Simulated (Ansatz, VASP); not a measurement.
## BN in VASP and in Ansatz

```
CELL_PARAMETERS angstrom
0.00000 -1.81239 -1.81239
-1.81239 0.00000 -1.81239
1.81239 1.81239 -3.62479
ATOMIC_POSITIONS crystal
B 0.01713 0.01458 0.00000
B 0.48287 0.48542 0.50000
N 0.39253 0.38992 0.87500
N 0.85747 0.86008 0.37500
```

Change from the starting cell: mode 4 frozen in at -0.051 Å and mode 5 at -0.051 Å (largest displacements).

Alike in both runs: task single point; functional PBE; k mesh 6 × 6 × 6; occupations gaussian, width 0.05 eV; no spin polarisation.

```csv
,VASP,Ansatz
version,VASP 6.6.1,Ansatz 0.2.0
potentials or method,"VASP PAW PBE potentials, release 64 (B, N)","scalar-relativistic, plane waves, PAW"
plane-wave cutoff (eV),520,520
valence electrons in the cell,16,16
```

VASP gave:

```
gap on the k mesh at the Fermi level (eV)       : 4.35
least direct gap on the mesh (eV)               : 6.30
pressure (GPa)                                  : 0.1
largest component of the traceless stress (GPa) : 1.18
rms of the force components (eV/Å)              : 0.442
```

Task: Estimate Ansatz's values.

Result: gap on the k mesh at the Fermi level (eV): 4.36; least direct gap on the mesh (eV): 6.31; pressure (GPa): -0.1; largest component of the traceless stress (GPa): 1.18; rms of the force components (eV/Å): 0.442.

Atom by atom the forces differ by 0.000 eV/Å (rms over components). With one functional, cell and mesh, what is left measures potentials, basis and numerics.

Caveats: the k mesh is coarse (spacing up to 0.48 Å⁻¹), so the values aren't converged. A k mesh can miss the band edges.
